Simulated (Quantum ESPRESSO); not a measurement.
Cu: equation of state with r2SCAN+D3(BJ)

Cu:

```
CELL_PARAMETERS angstrom
0.00000 1.80750 1.80750
1.80750 0.00000 1.80750
1.80750 1.80750 0.00000
ATOMIC_POSITIONS crystal
Cu 0.00000 0.00000 0.00000
```

```yaml
Program: Quantum ESPRESSO 7.5
Task: equation of state
Functional: r2SCAN
Dispersion: D3(BJ)
Potentials_or_basis: SG15 PBE 1.2
Cutoff: 1197 eV
Density_cutoff: 4789 eV
k_mesh: 10 × 10 × 10
Occupations: fermi-dirac, width 0.05 eV
Spin: no spin polarisation
```

The equilibrium volume is 11.38 Å³/atom and the bulk modulus is 162 GPa. The pressure derivative of the bulk modulus is 5.1.

Energy against volume, from the lowest point:
```
volume (Å³/atom)  energy (meV/atom)
          11.102               3.50
          11.338               0.00
          11.574               1.56
          11.810               7.59
          12.047              17.54
          12.283              30.94
          12.519              47.39
```

All runs of the series together: 21 min on 2 threads of Arm Neoverse V1 (shared host).

Caveat: the k mesh is coarse; the potentials were made for another functional, which shifts forces and pressure.
